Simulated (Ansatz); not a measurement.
MgO2 in Ansatz: the effect of functional

MgO2:

```
Mg O
1.0
     1.62588    0.93870    3.53996
    -1.62588    0.93870    3.53996
     0.00000   -1.87740    3.53996
Mg O
1 2
Cartesian
  0.0000 0.0000 0.0000
  0.0000 0.0000 6.0662
  0.0000 0.0000 4.5537
```

The cell comes from a database or a generator and needn't be the stable form of this composition.

The cell isn't the ideal one: volume scaled by 1.04.

Alike in all runs:

```yaml
Program: Ansatz 0.2.0
Task: single point
Potentials_or_basis: Ansatz PAW
k_mesh: 10 × 10 × 10
Occupations: fermi-dirac, width 0.05 eV
Spin: no spin polarisation
```

```csv
functional,cutoff,gap on the mesh (eV),pressure (GPa),largest force (eV/Å)
LDA,420 eV (not typed: the program's choice for these potentials),1.95,-14.1,0.61
PBEsol,420 eV (not typed: the program's choice for these potentials),?,?,?
r2SCAN,500 eV (not typed: the program's choice for these potentials),2.71,-9.9,0.38
```

**Question.** What does the run with functional PBEsol give?

**Answer.** gap on the mesh 2.00 eV; pressure -9.1 GPa; largest force 0.47 eV/Å.

Caveats: the PAW data sets come from PBE, with cores solved anew for the run's functional, which leaves a small shift of forces and pressure.

A k mesh can miss the band edges.
